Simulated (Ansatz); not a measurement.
Crystal: As.

```
As
1.0
     2.70368    0.00000    0.00000
     0.00000    2.70368    0.00000
     0.00000    0.00000    2.70368
As
1
Direct
  0.50000 0.50000 0.50000
```

This isn't the form of As at room conditions, which is rhombohedral.

| Property | Result |
| --- | --- |
| Program | Ansatz 0.2.0 |
| Task | relaxation of cell and atoms |
| Functional | HF |
| Potentials or basis | Ansatz PAW |
| Cutoff | 420 eV (not typed: the program's choice for these potentials) |
| k mesh | 5 × 5 × 5 |
| Occupations | fermi-dirac, width 0.05 eV |
| Spin | no spin polarisation |

At the start: volume 19.76 Å³/atom.

Where does the relaxation end?

It ends after 5 steps and the volume is 20.72 Å³/atom (+4.8 %); space group Pm-3m (No. 221, to 0.05 Å).

Step by step:
```csv
step,energy change (eV),largest force (eV/Å),volume (Å³)
1,0.0000,0.0000,19.76
2,-0.0067,0.0000,21.37
3,-0.0130,0.0000,20.77
4,-0.0131,0.0000,20.72
5,-0.0140,0.0000,20.72
```

Final structure:
```
As
1.0
     2.74654    0.00000    0.00000
     0.00000    2.74654    0.00000
     0.00000    0.00000    2.74654
As
1
Direct
  0.50000 0.50000 0.50000
```

Caveat: the k mesh is coarse (spacing up to 0.46 Å⁻¹), so the values aren't converged, least of all with exact exchange; the plane-wave basis is chosen anew once the cell has moved, so the energies of steps on either side of that aren't comparable; the PAW data sets come from PBE, with cores solved anew for the run's functional, which leaves a small shift of forces and pressure.
